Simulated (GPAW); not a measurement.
SiC:

```xyz
8
Lattice="3.0757 0.0000 0.0000 -1.5378 2.6636 0.0000 0.0000 0.0000 10.0706" Properties=species:S:1:pos:R:3 pbc="T T T"
Si    0.0000    0.0000    1.8922
Si    0.0000    0.0000    6.9275
Si    0.0000    1.7758    4.4094
Si    1.5378    0.8879    9.4447
C     0.0000    0.0000    0.0046
C     0.0000    0.0000    5.0400
C     0.0000    1.7758    2.5157
C     1.5378    0.8879    7.5510
```

The cell is a database's computed one.

Base run:

```yaml
Program: GPAW 26.7.0
Functional: mBEEF
Potentials_or_basis: GPAW PAW data sets (gpaw-data 1.2.1)
Cutoff: 800 eV
Basis: pw
k_mesh: 6 × 6 × 2
Occupations: fermi-dirac, width 0.05 eV
Spin: no spin polarisation
```

Its results: band gap on the k mesh 2.69 eV, indirect (least direct gap 3.87 eV); pressure 0.3 GPa; largest force 0.008 eV/Å.

Question: The run is repeated on the same cell with these changes: functional from mBEEF to r2SCAN; band points from 100 to 60. What comes out?

Answer: Band gap on the k mesh 2.63 eV, indirect (least direct gap 3.81 eV); pressure 1.6 GPa; largest force 0.006 eV/Å.

Caveats: the PAW data sets were made with another functional, which shifts forces and pressure a little.

Not every run made on this cell is shown here.
